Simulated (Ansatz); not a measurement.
Runs of Ansatz 0.2.0 on InPd. Symmetry: Pm-3m, No. 221, cubic system. The conventional cell has a = 3.272 Å, b = 3.272 Å, c = 3.272 Å, α = 90.00°, β = 90.00°, γ = 90.00°. In (site symmetry m-3m) has 8 Pd at 2.83 Å as nearest neighbours. Around Pd (site symmetry m-3m) lie 8 In at 2.83 Å. The cell comes from a database or a generator and needn't be the stable form of this composition.

```csv
task,level,cell,cutoff (eV),pressure (GPa),relaxed volume (Å³/atom)
relaxation of cell and atoms,PBEsol,relaxed,-,0.0,(b)
relaxation of cell and atoms,PBEsol+D4,relaxed,-,0.0,16.81
band structure,BLYP,as given,250,(c),-
band structure,RPBE,as given,250,7.1,-
band structure,revPBE,as given,250,6.1,-
relaxation of cell and atoms,PBEsol+D3(BJ),relaxed,-,0.0,16.51
band structure,LDA,as given,250,(a),-
band structure,PBEsol,as given,250,-3.0,-
```

Alike in all rows: potentials or basis all-electron LAPW, scalar-relativistic; no spin polarisation; k mesh 8 × 8 × 8; smearing fermi-dirac 0.05 eV; basis error allowed 0.001 eV/atom.

Question: Fill in the values left out.

Answer: (a) -7.0; (b) 17.11; (c) 11.4.

Runs at the PBE level aren't shown here.
